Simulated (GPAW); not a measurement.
# SnO2 (R-3m) in GPAW: notebook

One crystal, SnO2, is run at these levels: PBE, RPBE; tasks: single point.

Everything below comes from runs of GPAW 26.7.0. Logs are shortened: lines on timing, memory, paths and dates and some standing lists are left out, and cuts for length are marked. The log counts tension as positive stress, the text compression.

### 1 The crystal as given

The structure is trigonal, space group R-3m (No. 166). The conventional cell has a = 3.234 Å, b = 3.234 Å, c = 14.402 Å, α = 90.00°, β = 90.00°, γ = 120.00°. Sn (site symmetry -3m) has 6 O at 2.13 Å as nearest neighbours. O (site symmetry 3m) is surrounded by 3 Sn at 2.13 Å.

Measurements of this composition are mostly on another form, of space group No. 136.

### 2 Single point, PBE

File run.py:

```python
from ase.dft.bandgap import bandgap
from ase.io import read, write
from ase.units import GPa
from gpaw import GPAW, PW

atoms = read('SnO2.xyz')

calc = GPAW(mode=PW(800),
            xc='PBE',
            kpts={'size': (10, 10, 10), 'gamma': True},
            occupations={'name': 'methfessel-paxton', 'order': 0, 'width': 0.05},
            nbands=24,
            convergence={'density': 1e-05, 'energy': 1e-05},
            maxiter=150,
            txt='gpaw.txt')
atoms.calc = calc
energy = atoms.get_potential_energy()
forces = atoms.get_forces()
stress = atoms.get_stress()
calc.write('gs.gpw')
write('result.traj', atoms)
print(f'Energy: {energy:.6f} eV')
print('Forces (eV/A):')
print(forces.round(4))
print('Stress (GPa):', (stress / GPa).round(3))
print('Fermi level:', round(calc.get_fermi_level(), 4), 'eV')
print(f'Gap: {bandgap(calc)[0]:.4f} eV, direct: {bandgap(calc, direct=True)[0]:.4f} eV')
```

File SnO2.xyz:

```xyz
3
Lattice="1.6170930752 0.9336291223 4.8005925840 -1.6170930752 0.9336291223 4.8005925840 0.0000000000 -1.8672582446 4.8005925840" Properties=species:S:1:pos:R:3 pbc="T T T"
Sn     0.0000000000      0.0000000000      7.2008888760
O      0.0000000000      0.0000000000     10.9861081226
O      0.0000000000      0.0000000000      3.4156696294
```

Potentials or basis: GPAW PAW data sets (gpaw-data 1.2.1), pw.

Command:

```
> OMP_NUM_THREADS=1 python run.py
```

gpaw.txt:

```text
__  _  _
 | _ |_)|_||  |
 |__||  | ||/\| - 26.7.0

Input parameters:
  mode=PW(ecut=800.0),
  convergence={'density': 1e-05, 'energy': 1e-05},
  kpts=MonkhorstPack(size=(10, 10, 10), gamma=True),
  maxiter=150,
  nbands=24,
  occupations=Occupations(name='methfessel-paxton', order=0, width=0.05),
  xc=XC(name='PBE')

Diagonalizing LCAO Hamiltonian
Converting LCAO to pw mode

       O

       Sn

       O

Atoms  # Å, Bohr magnetons
|   | symbol |        x |        y |         z |    initial magnetic moments |
|---|--------|----------|----------|-----------|-----------------------------|
| 0 |     Sn | 0.000000 | 0.000000 |  7.200889 | ( 0.0000,  0.0000,  0.0000) |
| 1 |      O | 0.000000 | 0.000000 | 10.986108 | ( 0.0000,  0.0000,  0.0000) |
| 2 |      O | 0.000000 | 0.000000 |  3.415670 | ( 0.0000,  0.0000,  0.0000) |

Unit cell  # Å
| periodic |         x |         y |        z |  lengths |    angles |
|----------|-----------|-----------|----------|----------|-----------|
|      yes |  1.617093 |  0.933629 | 4.800593 | 5.150955 | 36.593718 |
|      yes | -1.617093 |  0.933629 | 4.800593 | 5.150955 | 36.593718 |
|      yes |  0.000000 | -1.867258 | 4.800593 | 5.150955 | 36.593718 |

Number of symmetries: 12
Symmetry operations  # r_c * U_cc + t_c -> r_c
|    | kind |            matrix            |
|----|------|------------------------------|
|  0 |  E   |  1, 0, 0,  0, 1, 0,  0, 0, 1 |
|  1 |  σ   |  1, 0, 0,  0, 0, 1,  0, 1, 0 |
|  2 |  σ   |  0, 1, 0,  1, 0, 0,  0, 0, 1 |
|  3 |  C3  |  0, 1, 0,  0, 0, 1,  1, 0, 0 |
|  4 |  C3  |  0, 0, 1,  1, 0, 0,  0, 1, 0 |
|  5 |  σ   |  0, 0, 1,  0, 1, 0,  1, 0, 0 |
|  6 |  C2  |  0, 0,-1,  0,-1, 0, -1, 0, 0 |
|  7 |  S6  |  0, 0,-1, -1, 0, 0,  0,-1, 0 |
|  8 |  S6  |  0,-1, 0,  0, 0,-1, -1, 0, 0 |
|  9 |  C2  |  0,-1, 0, -1, 0, 0,  0, 0,-1 |
| 10 |  C2  | -1, 0, 0,  0, 0,-1,  0,-1, 0 |
| 11 |  i   | -1, 0, 0,  0,-1, 0,  0, 0,-1 |

BZ-sampling:
  Number of BZ points: 1000
  Number of IBZ points: 116

  Monkhorst-Pack size: [10, 10, 10]
  Monkhorst-Pack shift: [0.05, 0.05, 0.05]

K-points  # in reciprocal-cell coordinates
|     |                                coordinates |     weight |
|-----|--------------------------------------------|------------|
|   0 | (  0.00000000,   0.00000000,   0.00000000) | 0.00100000 |
|   1 | (  0.10000000,   0.00000000,  -0.10000000) | 0.00600000 |
|   2 | (  0.10000000,   0.00000000,   0.00000000) | 0.00600000 |
|   3 | (  0.10000000,   0.10000000,  -0.10000000) | 0.00600000 |
|   4 | (  0.10000000,   0.10000000,   0.00000000) | 0.00600000 |
|   5 | (  0.10000000,   0.10000000,   0.10000000) | 0.00200000 |
|   6 | (  0.20000000,  -0.10000000,  -0.10000000) | 0.00600000 |
|   7 | (  0.20000000,   0.00000000,  -0.20000000) | 0.00600000 |
|   8 | (  0.20000000,   0.00000000,  -0.10000000) | 0.01200000 |
|   9 | (  0.20000000,   0.00000000,   0.00000000) | 0.00600000 |
| ... |                                            |            |
| 115 | (  0.50000000,   0.50000000,   0.50000000) | 0.00100000 |

Plane wave coefficients: 2266
Cutoff: 800.0 eV

Spin-components: 1 (collinear spins)
Bands:           24
Projectors:      16
Spin-degeneracy: 2
Datatype:        complex128

Parallelization:
  kpt:    1
  domain: 1
  band:   1

Density:
  Valence electrons: 26.0
  Components: 1
  Grid points: [35 35 35]
  Charge: 0.0  # |e|

Potential:
  Grid points: [35 35 35]

species:
  Sn:
    name:    Tin
    Z:       50.0
    valence: 14
    core:    36
    charge:  0.0  # [|e|]
    compensation charges:
      type: gauss
      rc: 0.38  # [Å]
      lmax: 2
    cutoffs:
      filter: 2.23  # [Å]
      core: 2.35  # [Å]
    projectors
    | kind |    occ | energy [eV] | rcut [Å] |
    |------|--------|-------------|----------|
    |   5s |  2.000 |     -10.538 |    1.201 |
    |   5p |  2.000 |      -3.696 |    1.270 |
    |   4d | 10.000 |     -25.845 |    1.185 |
    |    s |        |      16.674 |    1.201 |
    |    p |        |      23.515 |    1.270 |
    |    d |        |       1.367 |    1.185 |

    Using partial waves for Sn as LCAO basis

  O:
    name:    Oxygen
    Z:       8.0
    valence: 6
    core:    2
    charge:  0.0  # [|e|]
    compensation charges:
      type: gauss
      rc: 0.21  # [Å]
      lmax: 2
    cutoffs:
      filter: 1.17  # [Å]
      core: 0.83  # [Å]
    projectors
    | kind |    occ | energy [eV] | rcut [Å] |
    |------|--------|-------------|----------|
    |   2s |  2.000 |     -23.961 |    0.688 |
    |   2p |  4.000 |      -9.029 |    0.598 |
    |    s |        |       3.251 |    0.688 |
    |    p |        |      18.182 |    0.598 |
    |    d |        |       0.000 |    0.619 |

    Using partial waves for O as LCAO basis

Reference energy: -172092.397909  # eV

eigensolver:
  PPCG
  Converge bands: occupied
  niter=2

density mixing:
  MSR1-Mixer
  Pratt-step length: 0.05
  Maximum mixing coefficient: 0.75
  Old densities: 10
  SVD Regularization: 0.005
  Good broyden scale: 1.0
  Trust region scale: 1.0
  Backstep threshold: 4.0
  History deletion threshold: 6.0
  Fourier metric: weight=20.0, sigma=0.015

occupation numbers:
  Methfessel-Paxton:
    width: 0.0500  # eV
    order: 0

poisson solver:
  ecut: 6400.0  # eV

xc functional:
  name: PBE with 2 nearest neighbor stencil

convergence criteria:
- Maximum integral of absolute [dens]ity change: 1e-05 electrons / valence electron
- Maximum [total energy] change in last 3 cyles: 1e-05 eV / valence electron
- Maximum integral of absolute [eigenst]ate change: 4e-08 eV^2 / valence electron
maximum number of iterations: 150

SCF iterations
|iter     | |      energy | eigst |  dens |
|---------|-|-------------|-------|-------|
|iter:   1| |  -21.754779 | +0.17 |       |
|iter:   2| |  -20.968816 | -1.65 | -0.89 |
|iter:   3| |  -18.978993 | -0.82 | -0.94 |
|iter:   4| |  -18.974241 | -3.15 | -1.51 |
|iter:   5| |  -18.977237 | -3.22 | -1.77 |
|iter:   6| |  -18.977405 | -4.92 | -2.89 |
|iter:   7| |  -18.977447c| -5.56 | -3.28 |
|iter:   8| |  -18.977448c| -7.32 | -4.37 |
|iter:   9| |  -18.977448c| -8.07c| -4.84 |
|iter:  10| |  -18.977448c| -8.73c| -5.75c|

Converged in 10 steps
Energy contributions relative to reference atoms: (reference = -172092.397909)

Energy contributions:
  Kinetic:          29.312929
  Coulomb:         -27.216736
  Zero:              0.191384
  External:          0.000000
  Xc:              -21.265026
  Entropy:          -0.000000
  Spinorbit:         0.000000
  ----------------------------
  Free energy:     -18.977448
  Extrapolated:    -18.977448

dipole moment: (0.000000, 0.000000, 0.000012)  # |e|*Ang

Fermi level: 4.000
Eigenvalues  # (at kpt = [0.000, 0.000, 0.000])
| band index |      eig [eV] | occ [0-2] |
|------------|---------------|-----------|
|          0 |       -16.745 |     2.000 |
|        ... |               |           |
|          5 |       -14.636 |     2.000 |
|          6 |       -12.850 |     2.000 |
|          7 |        -0.641 |     2.000 |
|          8 |         1.994 |     2.000 |
|          9 |         1.994 |     2.000 |
|         10 |         2.374 |     2.000 |
[... 8 lines left out ...]
|         19 |        20.337 |     0.000 |
|         20 |        20.627 |     0.000 |
|        ... |               |           |
|         23 |        27.085 |     0.000 |

Gap: 1.957 eV
Transition (v -> c):
  (s=0, k=7, n=12, [0.20, 0.00, -0.20]) -> (s=0, k=0, n=13, [0.00, 0.00, 0.00])
Direct/indirect transitions are different
Direct gap: 2.068 eV
Transition at: (s=0, k=0, n=12, [0.00, 0.00, 0.00])

Forces  # eV/Ang
|       x |        y |        z |
|---------|----------|----------|
| 0.00000 |  0.00000 | -0.00000 |  # Sn   0
| 0.00000 |  0.00000 |  0.22090 |  # O    1
| 0.00000 | -0.00000 | -0.22090 |  # O    2

Stress tensor  # eV/Ang^3
|        x |        y |        z |
|----------|----------|----------|
| 0.011323 | 0.000000 | 0.000000 |
| 0.000000 | 0.011323 | 0.000000 |
| 0.000000 | 0.000000 | 0.009552 |

# Writing to gs.gpw (mode='')
```

Run time: 4.3 min. Hardware: 1 thread of Arm Neoverse V1, shared host; peak memory 0.33 GiB.

Results:

| Property | Result |
| --- | --- |
| Free energy | -18.9774 eV |
| Pressure | -1.7 GPa |
| Largest force | 0.221 eV/Å |
| Band gap on the k mesh | 1.96 eV, indirect (least direct gap 2.07 eV) |

Forces on the atoms (eV/Å):
```
Sn   0.000  0.000  0.000
O    0.000  0.000  0.221
O    0.000  0.000 -0.221
```

Caveat: spin-orbit coupling is left out, which moves the levels of the heavy elements; the program warned that so skewed a cell can give wrong results. Expect the measured gap to be larger: semilocal functionals such as PBE lack the derivative discontinuity.

### 3 Single point, RPBE

File run.py:

```python
from ase import Atoms
from ase.dft.bandgap import bandgap
from ase.io import write
from ase.units import Bohr, GPa
from gpaw import GPAW, PW
from gpaw.elf import elf_from_dft_calculation

atoms = Atoms(['Sn', 'O', 'O'],
              cell=[[1.6170930752, 0.9336291223, 4.800592584],
                    [-1.6170930752, 0.9336291223, 4.800592584],
                    [0.0, -1.8672582446, 4.800592584]],
              scaled_positions=[[0.5, 0.5, 0.5],
                                [0.76283, 0.76283, 0.76283],
                                [0.23717, 0.23717, 0.23717]],
              pbc=True)

calc = GPAW(mode=PW(800),
            xc='RPBE',
            kpts={'size': (10, 10, 10), 'gamma': True},
            occupations={'name': 'methfessel-paxton', 'order': 0, 'width': 0.1},
            nbands=24,
            convergence={'density': 1e-05, 'energy': 1e-05},
            maxiter=150,
            txt='gpaw.txt')
atoms.calc = calc
energy = atoms.get_potential_energy()
forces = atoms.get_forces()
stress = atoms.get_stress()
calc.write('gs.gpw')
write('result.traj', atoms)
print(f'Energy: {energy:.6f} eV')
print('Forces (eV/A):')
print(forces.round(4))
print('Stress (GPa):', (stress / GPa).round(3))
print('Fermi level:', round(calc.get_fermi_level(), 4), 'eV')
print(f'Gap: {bandgap(calc)[0]:.4f} eV, direct: {bandgap(calc, direct=True)[0]:.4f} eV')

# fields on the real-space grid
write('density.cube', atoms, data=calc.get_pseudo_density() * Bohr**3)
write('potential.cube', atoms, data=calc.get_electrostatic_potential())
write('elf.cube', atoms, data=elf_from_dft_calculation(calc).data)
```

Potentials or basis: the program's PAW data sets (release 1.2.1) made for this functional, pw.

Command:

```
> OMP_NUM_THREADS=1 python run.py
```

Wall time 4.4 min (1 thread of Arm Neoverse V1, shared host); peak memory 0.34 GiB.

It converged, with:

* Free energy: -17.9029 eV
* Pressure: 1.7 GPa
* Largest force: 0.034 eV/Å
* Band gap on the k mesh: 2.08 eV, indirect (least direct gap 2.19 eV)

Forces on the atoms (eV/Å):
```
Sn   0.000  0.000  0.000
O    0.000  0.000  0.034
O    0.000  0.000 -0.034
```

Stress tensor (GPa, compression positive):
```
1.75 0.00 0.00
0.00 1.75 0.00
0.00 0.00 1.52
```

Levels at points of the mesh, in eV from the valence-band top:
```
           k point  band 11  band 12  band 13  band 14  band 15  band 16
(0.00, 0.00, 0.00)    -0.88    -0.88    -0.10     2.08     5.84    11.14
(0.50, 0.00, 0.00)    -1.45    -0.57    -0.54     5.41     7.85    10.24
(0.50, 0.50, 0.00)    -1.13    -0.44    -0.02     5.17     7.06    10.84
(0.50, 0.50, 0.50)    -1.19    -0.83    -0.83     3.28     5.77    11.31
```

Caveat: spin-orbit coupling is left out, which moves the levels of the heavy elements; the program warned that so skewed a cell can give wrong results.
